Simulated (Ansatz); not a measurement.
Results of revPBE in Ansatz (plane waves, PAW) for zinc-blende InN (metastable phase).

Settings: plane-wave cutoff 520 eV, 12×12×12 k mesh, Fermi–Dirac smearing 0.01 eV, scalar-relativistic PAW data made under PBE.

Equation-of-state points:

```tsv
V (Å³/atom)	E − E_lowest (meV/atom)	P (GPa)
15.400	23.75	8.21
15.728	10.15	5.16
16.055	2.45	2.43
16.383	0.00	0.00
16.711	2.25	-2.16
17.038	8.68	-4.09
17.366	18.84	-5.81
```

Problem. Estimate the bulk modulus from the pressures at 16.055 and 16.711 Å³/atom, and compare it with a fit to all energies.

Solution. B = −V dP/dV. Between V = 16.055 and 16.711 Å³/atom, dP/dV = (-2.16 − (2.43))/(16.711 − 16.055) = -7.00 GPa per Å³/atom; at the midpoint 16.383 Å³/atom this gives B ≈ 115 GPa. The third-order Birch–Murnaghan fit gives V0 = 16.383 Å³/atom, B0 = 115 GPa, B′ = 4.7, which lies within 1 % of that estimate.

Measured, for comparison: equilibrium volume per atom 15.72 Å³/atom (temperature not stated, no zero-point or thermal correction, epilayer on 3C-SiC; as tabulated in Schörmann, As, Lischka, Schley, Goldhahn et al., Appl. Phys. Lett. 89, 261903 …). Computed (rounded) less measured: equilibrium volume per atom +4.2 %.

Note: the gap of the solid is closed in this run; this level leaves the solid without a gap, although one is measured.

Spin–orbit coupling is not included; it can open a gap where bands touch, and shift volumes and moduli.

The computed numbers hold no vibrational or temperature effects.

It cost very roughly 50 core-seconds of CPU time.

Ansatz is a quantum-chemistry and plane-wave program.
